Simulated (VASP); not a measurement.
# BaTiO3: what each functional gives, and what it costs, part 2 of 8

Aim: the band gap of BaTiO3 at many levels of theory on one cell, with the cost of each. Left out of this account: 1 further run (bands with TB-mBJ + SOC: it diverged and was aborted). The start is a cell from a database of measured crystal structures.

VASP 6.6.1, plane waves and PAW; the level of theory is named at each step.

So far, least gap on mesh and path (eV): step 2 (bands, level LDA, k 4×4×4) 1.69.

## (3) Bands with PBEsol, k 4×4×4

This step: PBEsol; plane waves and PAW (Ba_sv, Ti_sv, O) (VASP 6.6.1).

PBEsol restores the gradient expansion of exchange and is tuned for the cells of solids.

Input file INCAR:

```
SYSTEM = BaTiO3
PREC = Accurate
ENCUT = 520
EDIFF = 1E-06
NELM = 100
ISMEAR = 0
SIGMA = 0.02
LREAL = .FALSE.
ALGO = Normal
GGA = PS
NBANDS = 35
LASPH = .TRUE.
LORBIT = 11
LWAVE = .FALSE.
LCHARG = .FALSE.
KPAR = 8
```

Input file POSCAR:

```
BaTiO3
1.0
    3.9904800000      0.0000000000      0.0000000000
    0.0000000000      3.9904800000      0.0000000000
    0.0000000000      0.0000000000      4.0230300000
Ba Ti O
1 1 3
Direct
    0.0000000000      0.0000000000      0.0000000000
    0.5000000000      0.5000000000      0.5220000000
    0.5000000000      0.5000000000      0.9790000000
    0.5000000000      0.0000000000      0.4880000000
    0.0000000000      0.5000000000      0.4880000000
```

Input file KPOINTS:

```
Automatic mesh
0
Gamma
4 4 4
0 0 0
```

Input file KPOINTS_OPT:

```
Line mode
16
Line-mode
Reciprocal
  0.00000000   0.00000000   0.00000000 GAMMA
  0.00000000   0.50000000   0.00000000 X

  0.00000000   0.50000000   0.00000000 X
  0.50000000   0.50000000   0.00000000 M

  0.50000000   0.50000000   0.00000000 M
  0.00000000   0.00000000   0.00000000 GAMMA

  0.00000000   0.00000000   0.00000000 GAMMA
  0.00000000   0.00000000   0.50000000 Z

  0.00000000   0.00000000   0.50000000 Z
  0.00000000   0.50000000   0.50000000 R

  0.00000000   0.50000000   0.50000000 R
  0.50000000   0.50000000   0.50000000 A

  0.50000000   0.50000000   0.50000000 A
  0.00000000   0.00000000   0.50000000 Z

  0.00000000   0.50000000   0.00000000 X
  0.00000000   0.50000000   0.50000000 R

  0.50000000   0.50000000   0.00000000 M
  0.50000000   0.50000000   0.50000000 A
```

Potentials, in the order of the species: Ba_sv, Ti_sv and O (PBE family, release 64).

Launch:

```
> mpirun -np 8 vasp_std
```

Numbers of over 12 decimals in the logs are rounded to 6 here.

The program printed:

```text
[banner, memory and clock lines left out]
running    8 mpi-ranks, on    1 nodes
 distrk:  each k-point on    1 cores,    8 groups
 distr:  one band on    1 cores,    1 groups

 POSCAR found type information on POSCAR BaTiO
 POSCAR found :  3 types and       5 ions
 [... a notice as in an earlier step ...]

 [... a notice as in an earlier step ...]

 LDA part: xc-table for (Slater+PW92), standard interpolation
 POSCAR, INCAR and KPOINTS ok, starting setup
 FFT: planning ... GRIDC
 FFT: planning ... GRID_SOFT
 FFT: planning ... GRID
 WAVECAR not read
 entering main loop
       N       E                     dE             d eps       ncg     rms          rms(c)
DAV:   1     0.394078515283E+03    0.39408E+03   -0.19725E+04  1260   0.123E+03
DAV:   2    -0.116155466537E+02   -0.40569E+03   -0.37685E+03  1360   0.353E+02
DAV:   3    -0.502897247121E+02   -0.38674E+02   -0.38091E+02  1794   0.108E+02
DAV:   4    -0.520544574437E+02   -0.17647E+01   -0.17578E+01  1796   0.189E+01
DAV:   5    -0.520940961051E+02   -0.39639E-01   -0.39625E-01  1623   0.256E+00    0.232E+01
DAV:   6    -0.425733985717E+02    0.95207E+01   -0.27836E+01  1595   0.526E+01    0.101E+01
DAV:   7    -0.421645314984E+02    0.40887E+00   -0.57704E+00  1466   0.179E+01    0.714E+00
DAV:   8    -0.419963217070E+02    0.16821E+00   -0.83027E-01  1499   0.806E+00    0.244E+00
DAV:   9    -0.420389484330E+02   -0.42627E-01   -0.17090E-01  1666   0.248E+00    0.206E+00
DAV:  10    -0.419931114087E+02    0.45837E-01   -0.24644E-01  1372   0.445E+00    0.514E-01
DAV:  11    -0.419878252872E+02    0.52861E-02   -0.19908E-02  1453   0.132E+00    0.139E-01
DAV:  12    -0.419878263217E+02   -0.10345E-05   -0.67563E-04  1582   0.178E-01    0.454E-02
DAV:  13    -0.419878589580E+02   -0.32636E-04   -0.86603E-05  1512   0.679E-02    0.143E-02
DAV:  14    -0.419878554925E+02    0.34655E-05   -0.21952E-05  1590   0.396E-02    0.133E-02
DAV:  15    -0.419878565514E+02   -0.10588E-05   -0.70297E-06  1480   0.234E-02    0.101E-02
DAV:  16    -0.419878549431E+02    0.16082E-05   -0.30428E-06  1195   0.158E-02    0.156E-03
DAV:  17    -0.419878549570E+02   -0.13816E-07   -0.20175E-07   728   0.289E-03
   1 F= -.41987855E+02 E0= -.41987855E+02  d E =-.232048E-32
 Start KPOINTS_OPT (optional k-point list driver)
k-point batch [1-18\144]
       N       E                     dE             ncg
DAV:   1     0.441294533460E+03   -0.88982E+04     1260
DAV:   2    -0.644514682754E+04   -0.68864E+04     1380
DAV:   3    -0.714585779416E+04   -0.70071E+03     1753
DAV:   4    -0.717076680765E+04   -0.24909E+02     1760
DAV:   5    -0.717129288449E+04   -0.52608E+00     1517
DAV:   6    -0.717130215055E+04   -0.92661E-02     1577
DAV:   7    -0.717130245333E+04   -0.30278E-03     1535
DAV:   8    -0.717130246478E+04   -0.11452E-04     1420
DAV:   9    -0.717130246522E+04   -0.44381E-06     1167
[...]
k-point batch [127-144\144]
       N       E                     dE             ncg
DAV:   1     0.484130260298E+03   -0.24811E+05     1260
DAV:   2    -0.656330911801E+04   -0.70474E+04     1364
DAV:   3    -0.731959737417E+04   -0.75629E+03     1907
DAV:   4    -0.734999177239E+04   -0.30394E+02     1683
DAV:   5    -0.735074496650E+04   -0.75319E+00     1653
DAV:   6    -0.735076007535E+04   -0.15109E-01     1603
DAV:   7    -0.735076056766E+04   -0.49231E-03     1655
DAV:   8    -0.735076058932E+04   -0.21657E-04     1309
DAV:   9    -0.735076059030E+04   -0.98198E-06     1145
```

The job ended after 16 s (8 MPI ranks of Intel Xeon 6975P-C (Granite Rapids), shared host; peak memory 1.8 GiB; 2.1 min of CPU time).

Parts of OUTCAR (step 3):

```text
The static configuration has the point symmetry C_4v.

 Found     18 irreducible k-points:

   NELECT =      40.0000    total number of electrons

 E-fermi :   3.9423

 k-point     1 :       0.0000    0.0000    0.0000
  band No.  band energies     occupation
    ...
     16       2.3565      2.00000
     17       2.5833      2.00000
     18       3.3242      2.00000
     19       3.3957      2.00000
     20       3.3957      2.00000
     21       5.5224      0.00000
     22       5.9044      0.00000
     23       5.9044      0.00000
     24       7.8481      0.00000
     25       8.0451      0.00000
    ...

 k-point     2 :       0.2500    0.0000    0.0000
  band No.  band energies     occupation
    ...
     16       2.0135      2.00000
     17       2.2175      2.00000
     18       2.4812      2.00000
     19       2.9469      2.00000
     20       3.0951      2.00000
     21       5.9619      0.00000
     22       6.5112      0.00000
     23       6.5512      0.00000
     24       7.9901      0.00000
     25       9.0349      0.00000
    ...

  Total       -0.5176681     -0.5176681      0.4828664      0.0000000      0.0000000      0.0000000
  in kB      -12.9466803    -12.9466803     12.0763029      0.0000000      0.0000000      0.0000000
  external PRESSURE =      -4.6056859 kB  Pullay stress =       0.0000000 kB

 POSITION                                       TOTAL-FORCE (eV/Angst)
 -----------------------------------------------------------------------------------
      0.00000      0.00000      0.00000         0.000000     -0.000000      0.143626
      1.99524      1.99524      2.10002         0.000000      0.000000     -0.133941
      1.99524      1.99524      3.93855         0.000000      0.000000     -0.027505
      1.99524      0.00000      1.96324         0.000000     -0.000000      0.008910
      0.00000      1.99524      1.96324        -0.000000     -0.000000      0.008910
 -----------------------------------------------------------------------------------
    total drift:                                0.000000      0.000000      0.000221

  FREE ENERGIE OF THE ION-ELECTRON SYSTEM (eV)
  ---------------------------------------------------
  free  energy   TOTEN  =       -41.9878549570 eV

  energy  without entropy=      -41.9878549570  energy(sigma->0) =      -41.98785496

 total charge
# of ion       s       p       d       tot
------------------------------------------
    1        2.003   5.634   0.338   7.975
    2        2.220   6.282   1.762  10.264
    3        1.564   3.453   0.000   5.017
    4        1.558   3.449   0.000   5.007
    5        1.558   3.449   0.000   5.007
--------------------------------------------------
tot          8.903  22.267   2.100  33.270

[... 8 parts as in an earlier step ...]

[... 5 further parts left out ...]
```

The PAW data sets were made with PBE, which is usual practice but a small mismatch for other functionals.

This step gave:

```
SCF cycles                        : 17
free energy (TOTEN)               : -41.99 eV
Fermi energy                      : 3.942 eV
pressure                          : -0.4606 GPa
least gap on mesh and path        : 1.743 eV
least direct gap on mesh and path : 2.127 eV
```

Electronic bands along the path, in eV, zero at the valence-band top; v1 is the highest filled band, c1 the lowest empty one:

| point | v4 | v3 | v2 | v1 | c1 | c2 | c3 | c4 |
| --- | --- | --- | --- | --- | --- | --- | --- | --- |
| Γ | -1.20 | -0.46 | -0.38 | -0.38 | 1.74 | 2.13 | 2.13 | 4.07 |
| 0.47 of the way | -1.52 | -1.23 | -0.80 | -0.65 | 2.17 | 2.64 | 2.69 | 4.21 |
| X | -1.88 | -1.72 | -1.15 | -0.98 | 2.26 | 3.52 | 3.59 | 4.19 |
| 0.47 of the way | -1.71 | -1.62 | -1.12 | -0.59 | 2.76 | 3.59 | 3.63 | 4.69 |
| M | -1.85 | -1.10 | -1.10 | -0.09 | 3.61 | 3.61 | 3.95 | 4.71 |
| 0.47 of the way | -2.00 | -1.21 | -1.02 | -0.50 | 2.76 | 2.99 | 3.18 | 4.73 |
| Γ | -1.20 | -0.46 | -0.38 | -0.38 | 1.74 | 2.13 | 2.13 | 4.07 |
| 0.47 of the way | -1.62 | -1.28 | -0.55 | -0.55 | 1.82 | 2.84 | 2.84 | 4.07 |
| Z | -2.05 | -2.01 | -0.73 | -0.73 | 1.91 | 3.63 | 3.63 | 4.07 |
| 0.53 of the way | -1.43 | -1.38 | -1.13 | -0.63 | 2.88 | 3.64 | 3.67 | 4.76 |
| R | -1.77 | -0.95 | -0.92 | -0.26 | 3.55 | 3.64 | 3.95 | 4.90 |
| 0.47 of the way | -2.56 | -0.68 | -0.59 | -0.22 | 3.81 | 3.83 | 4.07 | 6.09 |
| A | -2.47 | -0.17 | -0.17 | 0.00 | 4.20 | 4.21 | 4.21 | 6.33 |
| 0.47 of the way | -2.30 | -0.86 | -0.70 | -0.60 | 3.40 | 3.78 | 3.82 | 6.12 |
| Z | -2.05 | -2.01 | -0.73 | -0.73 | 1.91 | 3.63 | 3.63 | 4.07 |
| jump to X | -1.88 | -1.72 | -1.15 | -0.98 | 2.26 | 3.52 | 3.59 | 4.19 |
| 0.47 of the way | -1.52 | -1.48 | -1.26 | -0.72 | 2.91 | 3.53 | 3.66 | 4.74 |
| R | -1.77 | -0.95 | -0.92 | -0.26 | 3.55 | 3.64 | 3.95 | 4.90 |
| jump to M | -1.85 | -1.10 | -1.10 | -0.09 | 3.61 | 3.61 | 3.95 | 4.71 |
| 0.47 of the way | -2.64 | -0.78 | -0.78 | -0.05 | 3.86 | 3.86 | 4.06 | 5.89 |
| A | -2.47 | -0.17 | -0.17 | 0.00 | 4.20 | 4.21 | 4.21 | 6.33 |

The largest weight of each band there:

| point | v4 | v3 | v2 | v1 | c1 | c2 | c3 | c4 |
| --- | --- | --- | --- | --- | --- | --- | --- | --- |
| Γ | O 0.98 | O 0.88 | O 0.89 | O 0.89 | Ti 0.96 | Ti 0.86 | Ti 0.86 | Ti 0.94 |
| X | O 0.71 | O 0.80 | O 0.84 | O 0.88 | Ti 0.91 | Ti 0.80 | Ti 0.80 | Ti 0.93 |
| M | O 0.84 | O 0.88 | O 0.88 | O 0.97 | Ti 0.82 | Ti 0.82 | Ti 0.87 | Ti 0.89 |
| Γ | O 0.98 | O 0.88 | O 0.89 | O 0.89 | Ti 0.96 | Ti 0.86 | Ti 0.86 | Ti 0.94 |
| Z | O 0.85 | O 0.91 | O 0.93 | O 0.93 | Ti 1.00 | Ti 0.81 | Ti 0.81 | Ti 0.95 |
| R | O 0.86 | O 0.88 | O 0.88 | O 0.97 | Ti 0.82 | Ti 0.82 | Ti 0.87 | Ti 0.87 |

Force by atom:

| atom | x (eV/Å) | y (eV/Å) | z (eV/Å) | size |
| --- | --- | --- | --- | --- |
| Ba1 | 0.000 | 0.000 | 0.144 | 0.144 |
| Ti2 | 0.000 | 0.000 | -0.134 | 0.134 |
| O3 | 0.000 | 0.000 | -0.028 | 0.028 |
| O4 | 0.000 | 0.000 | 0.009 | 0.009 |
| O5 | 0.000 | 0.000 | 0.009 | 0.009 |

The gap is 1.74 eV, indirect, from A to Γ. Against LDA that is +0.05 eV; the cost is about the same.

## (4) Bands with PBE, k 4×4×4

This step: PBE; plane waves and PAW (Ba_sv, Ti_sv, O) (VASP 6.6.1).

PBE, the usual starting point, adds the gradient of the density.

INCAR, as its differences from that of step 3:

```diff
@@ -9,3 +9,3 @@
 ALGO = Normal
-GGA = PS
+GGA = PE
 NBANDS = 35
```

POSCAR is that of step 3.

KPOINTS is that of step 3.

KPOINTS_OPT is that of step 3.

Launch:

```
> mpirun -np 8 vasp_std
```

The program printed:

```text
[banner, memory and clock lines left out]
running    8 mpi-ranks, on    1 nodes
[...]
[... a notice as in an earlier step ...]

 LDA part: xc-table for (Slater+PW92), standard interpolation
 POSCAR, INCAR and KPOINTS ok, starting setup
[...]
entering main loop
       N       E                     dE             d eps       ncg     rms          rms(c)
DAV:   1     0.398161819222E+03    0.39816E+03   -0.19785E+04  1260   0.123E+03
DAV:   2    -0.100633641537E+02   -0.40823E+03   -0.37898E+03  1365   0.354E+02
DAV:   3    -0.489024956441E+02   -0.38839E+02   -0.38286E+02  1786   0.108E+02
DAV:   4    -0.506931020263E+02   -0.17906E+01   -0.17836E+01  1791   0.189E+01
[...]
DAV:  15    -0.399711122943E+02    0.20384E-05   -0.27870E-05  1665   0.461E-02    0.130E-02
DAV:  16    -0.399711104159E+02    0.18784E-05   -0.44669E-06  1485   0.186E-02    0.103E-03
DAV:  17    -0.399711105245E+02   -0.10861E-06   -0.23511E-07   779   0.356E-03
   1 F= -.39971111E+02 E0= -.39971111E+02  d E =-.666717E-57
 Start KPOINTS_OPT (optional k-point list driver)
k-point batch [1-18\144]
       N       E                     dE             ncg
DAV:   1     0.539851378448E+03   -0.87997E+04     1260
DAV:   2    -0.637145546941E+04   -0.69113E+04     1372
DAV:   3    -0.707774693558E+04   -0.70629E+03     1756
DAV:   4    -0.710322659002E+04   -0.25480E+02     1760
DAV:   5    -0.710376578623E+04   -0.53920E+00     1525
DAV:   6    -0.710377517193E+04   -0.93857E-02     1569
DAV:   7    -0.710377547618E+04   -0.30425E-03     1535
DAV:   8    -0.710377548771E+04   -0.11527E-04     1407
DAV:   9    -0.710377548817E+04   -0.45705E-06     1167
[...]
k-point batch [127-144\144]
       N       E                     dE             ncg
DAV:   1     0.580204701899E+03   -0.24715E+05     1260
DAV:   2    -0.649211445441E+04   -0.70723E+04     1372
DAV:   3    -0.725079712104E+04   -0.75868E+03     1894
DAV:   4    -0.728147055184E+04   -0.30673E+02     1683
[...]
DAV:   8    -0.728229120620E+04   -0.22270E-04     1314
DAV:   9    -0.728229120722E+04   -0.10201E-05     1147
DAV:  10    -0.728229120728E+04   -0.65696E-07      904
```

Wall time 16 s (8 MPI ranks); peak memory 1.8 GiB.

From OUTCAR (step 4):

```text
  Total        1.9958055      1.9958055      2.9820349      0.0000000      0.0000000      0.0000000
  in kB       49.9143315     49.9143315     74.5795489      0.0000000      0.0000000      0.0000000
  external PRESSURE =      58.1360706 kB  Pullay stress =       0.0000000 kB

 POSITION                                       TOTAL-FORCE (eV/Angst)
 -----------------------------------------------------------------------------------
      0.00000      0.00000      0.00000        -0.000000     -0.000000      0.136137
      1.99524      1.99524      2.10002         0.000000      0.000000     -0.182953
      1.99524      1.99524      3.93855         0.000000     -0.000000      0.052572
      1.99524      0.00000      1.96324         0.000000     -0.000000     -0.002878
      0.00000      1.99524      1.96324        -0.000000      0.000000     -0.002878
 -----------------------------------------------------------------------------------
    total drift:                                0.000000      0.000000      0.000119

  FREE ENERGIE OF THE ION-ELECTRON SYSTEM (eV)
  ---------------------------------------------------
  free  energy   TOTEN  =       -39.9711105245 eV

  energy  without entropy=      -39.9711105245  energy(sigma->0) =      -39.97111052

[... 2 parts as in an earlier step ...]

[... 1 further part left out ...]
[key lines of the parts left out:]
E-fermi :   4.1458
```

At this level the cell is under a pressure of 5.8 GPa, so at these settings it is away from equilibrium.

The electronic bands at the labelled points (eV, zero at the valence-band top; v1 is the highest filled band, c1 the lowest empty one):

| point | v4 | v3 | v2 | v1 | c1 | c2 | c3 | c4 |
| --- | --- | --- | --- | --- | --- | --- | --- | --- |
| Γ | -1.18 | -0.46 | -0.38 | -0.38 | 1.79 | 2.16 | 2.16 | 4.04 |
| 0.47 of the way | -1.49 | -1.21 | -0.79 | -0.65 | 2.21 | 2.66 | 2.71 | 4.18 |
| X | -1.85 | -1.69 | -1.14 | -0.98 | 2.29 | 3.51 | 3.58 | 4.16 |
| 0.47 of the way | -1.69 | -1.59 | -1.11 | -0.58 | 2.77 | 3.58 | 3.63 | 4.67 |
| M | -1.83 | -1.10 | -1.10 | -0.09 | 3.60 | 3.60 | 3.95 | 4.70 |
| 0.47 of the way | -1.98 | -1.19 | -1.01 | -0.50 | 2.78 | 3.00 | 3.20 | 4.71 |
| Γ | -1.18 | -0.46 | -0.38 | -0.38 | 1.79 | 2.16 | 2.16 | 4.04 |
| 0.47 of the way | -1.58 | -1.27 | -0.54 | -0.54 | 1.86 | 2.86 | 2.86 | 4.03 |
| Z | -2.00 | -1.97 | -0.72 | -0.72 | 1.95 | 3.63 | 3.63 | 4.03 |
| 0.53 of the way | -1.40 | -1.36 | -1.12 | -0.62 | 2.89 | 3.63 | 3.68 | 4.73 |
| R | -1.75 | -0.94 | -0.91 | -0.26 | 3.54 | 3.64 | 3.95 | 4.88 |
| 0.47 of the way | -2.53 | -0.67 | -0.58 | -0.22 | 3.80 | 3.82 | 4.06 | 6.09 |
| A | -2.45 | -0.18 | -0.18 | 0.00 | 4.19 | 4.20 | 4.20 | 6.41 |
| 0.47 of the way | -2.27 | -0.85 | -0.69 | -0.59 | 3.41 | 3.78 | 3.82 | 6.09 |
| Z | -2.00 | -1.97 | -0.72 | -0.72 | 1.95 | 3.63 | 3.63 | 4.03 |
| jump to X | -1.85 | -1.69 | -1.14 | -0.98 | 2.29 | 3.51 | 3.58 | 4.16 |
| 0.47 of the way | -1.49 | -1.46 | -1.25 | -0.71 | 2.92 | 3.53 | 3.67 | 4.71 |
| R | -1.75 | -0.94 | -0.91 | -0.26 | 3.54 | 3.64 | 3.95 | 4.88 |
| jump to M | -1.83 | -1.10 | -1.10 | -0.09 | 3.60 | 3.60 | 3.95 | 4.70 |
| 0.47 of the way | -2.61 | -0.77 | -0.77 | -0.05 | 3.85 | 3.85 | 4.06 | 5.90 |
| A | -2.45 | -0.18 | -0.18 | 0.00 | 4.19 | 4.20 | 4.20 | 6.41 |

The largest weight of each band there:

| point | v4 | v3 | v2 | v1 | c1 | c2 | c3 | c4 |
| --- | --- | --- | --- | --- | --- | --- | --- | --- |
| Γ | O 0.98 | O 0.88 | O 0.90 | O 0.90 | Ti 0.96 | Ti 0.86 | Ti 0.86 | Ti 0.95 |
| X | O 0.71 | O 0.80 | O 0.84 | O 0.88 | Ti 0.92 | Ti 0.81 | Ti 0.81 | Ti 0.93 |
| M | O 0.85 | O 0.88 | O 0.88 | O 0.97 | Ti 0.82 | Ti 0.82 | Ti 0.87 | Ti 0.89 |
| Γ | O 0.98 | O 0.88 | O 0.90 | O 0.90 | Ti 0.96 | Ti 0.86 | Ti 0.86 | Ti 0.95 |
| Z | O 0.86 | O 0.91 | O 0.93 | O 0.93 | Ti 1.00 | Ti 0.81 | Ti 0.81 | Ti 0.95 |
| R | O 0.86 | O 0.88 | O 0.89 | O 0.97 | Ti 0.82 | Ti 0.82 | Ti 0.87 | Ti 0.87 |

The gap is 1.79 eV, indirect, from A to Γ. Against LDA that is +0.10 eV; the cost is about the same.

[end of part 2 of 8]

[Lines on the potential files, build, host, timing and source positions are cut from VASP's logs without a mark.]

[Logs are printed without paths, hosts, clocks, repeated set-up lines and the standing remarks that a program may print on its own settings, such as how far it seeks lower states.]

[Hosts, paths, dates, database ids (printed as entryN), source tags and the programs' standing remarks are cut or masked in the printed files.]

[Measured values are set beside computed ones only where the two were judged alike; some that the calculation misses by far are left out.]

[In band tables of VASP the shares of atoms and orbitals are scaled to a sum of 1 inside the atoms' spheres.]
